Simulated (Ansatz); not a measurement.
Relaxed GeTe (alpha-GeTe type, space group R3m):

```
CELL_PARAMETERS angstrom
      2.09351     1.20869     3.68680
     -2.09351     1.20869     3.68680
      0.00000    -2.41737     3.68680
ATOMIC_POSITIONS crystal
  Ge 0.23184 0.23184 0.23184
  Te 0.76816 0.76816 0.76816
```

Two-dimensional scan of atom 1 (Ge, nearest neighbour Te at 2.815 Å; its periodic images, 4.2 Å or more away, move with it): u runs along (1.000, 0.000, 0.000), v along (0.000, 1.000, 0.000) (Cartesian). Cell and other atoms are fixed.

All values below come from r2SCAN (plane waves to 500 eV, PAW, scalar-relativistic; Ansatz, a quantum-chemistry and plane-wave program). k mesh 8×8×8 (Γ-centred), Fermi-Dirac smearing 0.05 eV. Points where atoms come too close for the PAW data are left out (x in tables, blank in figures). As the smearing reaches across the gap at some points, energies and forces of such displacements shift with the k mesh and the smearing. Fu and Fv are the components of the force on the atom. GeTe was relaxed with its symmetry unable to fall. Spin-orbit coupling is left out, though Te is heavy. The last digit holds for this mesh only.

Changes of Fv (eV/Å) from the point u = 0.000 Å, v = 0.000 Å when one coordinate moves alone (two changes are said to add if the coupling is within 5 % of the smaller one, nearly so within 20 %):

| point | change |
|---|---|
| u = 0.000 Å, v = -0.930 Å | 8.115 |
| u = 0.000 Å, v = -0.465 Å | 2.025 |
| u = -0.930 Å, v = 0.000 Å | -2.534 |
| u = -0.465 Å, v = 0.000 Å | -0.480 |
| u = 0.465 Å, v = 0.000 Å | -0.480 |
| u = 0.930 Å, v = 0.000 Å | -2.534 |
| u = 0.000 Å, v = 0.465 Å | -1.012 |
| u = 0.000 Å, v = 0.930 Å | -1.820 |

Q: What is the change at u = 0.465 Å, v = -0.465 Å, where both move, and how far is it from the sum?

A: The sum of the single changes is -0.480 + (2.025) = 1.545; the calculation gives 1.794, so the coupling contributes 0.249 (over 20 % of the smaller single change, not additive).

Q: Do the two effects add at u = 0.930 Å, v = 0.465 Å? Give the computed change.

A: The sum of the single changes is -2.534 + (-1.012) = -3.546; the calculation gives -5.384, so the coupling contributes -1.838 (over 20 % of the smaller single change, not additive).

Q: What is the change at u = -0.930 Å, v = -0.930 Å, where both move, and how far is it from the sum?

A: The sum of the single changes is -2.534 + (8.115) = 5.581; the calculation gives 3.466, so the coupling contributes -2.115 (over 20 % of the smaller single change, not additive).

(A displaced cell: forces are minus the slopes of the energy, force constants its curvatures, and phonons follow from these.)
